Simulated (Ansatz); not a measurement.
# TaN: the cost of one run

Program: Ansatz 0.2.0. Level of theory: DFT PBEsol, scalar-relativistic, plane waves, PAW. These are calculated values, not measurements.

4 further runs of the same task are left out: 3 that didn't finish, 1 set aside as unsound or not needed.

## 1. Starting point

It takes space group P-62m (No. 189, hexagonal). Conventional cell: a = 5.179 Å, b = 5.179 Å, c = 2.896 Å, α = 90.00°, β = 90.00°, γ = 120.00°. Ta (site symmetry -6) is surrounded by 6 N at 2.15 Å. Ta (site symmetry -62m) is surrounded by 3 N at 2.04 Å. N (site symmetry m2m) is surrounded by 5 Ta at 2.04 to 2.15 Å.

Coordinates:

```cif
data_structure
_symmetry_space_group_name_H-M 'P-62m'
_symmetry_Int_Tables_number 189
_cell_length_a 5.1789
_cell_length_b 5.1789
_cell_length_c 2.8960
_cell_angle_alpha 90.000
_cell_angle_beta 90.000
_cell_angle_gamma 120.000
_cell_volume 67.27
loop_
_atom_site_label
_atom_site_type_symbol
_atom_site_symmetry_multiplicity
_atom_site_Wyckoff_symbol
_atom_site_fract_x
_atom_site_fract_y
_atom_site_fract_z
_atom_site_occupancy
Ta1 Ta 2 d 0.33333 0.66667 0.50000 1
Ta2 Ta 1 a 0.00000 0.00000 0.00000 1
N1 N 3 f 0.39337 0.00000 0.00000 1
```

This cell was relaxed beforehand with the same method: volume 11.21 Å³/atom, gap on the mesh none (metal).

## 2. The reference cell

The reference gives a free energy of -30562.9942 eV, pressure 0.00 GPa, largest force 0.001 eV/Å and gap on the mesh none (metal). It was computed beforehand with the settings of the runs below.

## 3. The scan: freezing in a mode

Mode 5 of the phonon run on this cell, counted from the lowest, is frozen in: each atom moves by x times its row below, so x is the largest displacement.

```
atom      ux      uy     uz
 Ta1  -0.507  -0.204  0.000
 Ta2  -0.507   0.204  0.000
 Ta3   1.000   0.000  0.000
  N4   0.424   0.000  0.000
  N5  -0.116   0.312  0.000
  N6  -0.116  -0.312  0.000
```

## 4. Point x = -0.120 Å

Input file input.yaml:

```yaml
crystal:
  lattice:
    - [5.1789208695, 0.0, 0.0]
    - [-2.5894604347, 4.4850770372, 0.0]
    - [0.0, 0.0, 2.895997273]
  atoms:
    - { symbol: Ta, position: [0.347820469, 0.6721259153, 0.5] }
    - { symbol: Ta, position: [0.6756945537, 0.3278740847, 0.5] }
    - { symbol: Ta, position: [-0.0231708503, 0.0, 0.0] }
    - { symbol: "N", position: [0.3835510927, 0.0, 0.0] }
    - { symbol: "N", position: [0.6051470079, 0.5982912612, 0.0] }
    - { symbol: "N", position: [0.0068557467, 0.4017087388, 0.0] }
basis:
  ecutwfc: 420
kpoints:
  mp_grid: { grid: [12, 12, 16] }
hamiltonian:
  xc: pbesol
scf:
  occupations: { method: gaussian, width: 0.15 }
output:
  forces: true
  stress: true
  eigenvalues: true
```

On the command line:

```sh
> ansatz run input.yaml --threads 2 --pin off --max-ram 5120MiB --backend cpu --events-out ev --progress --plain --runs-dir out
```

What time and memory should one allow on 2 threads of Intel Xeon Platinum 8259CL at 2.50GHz (Skylake/Cascade Lake), shared host?

About 45 s, with a peak of 0.9 GiB.
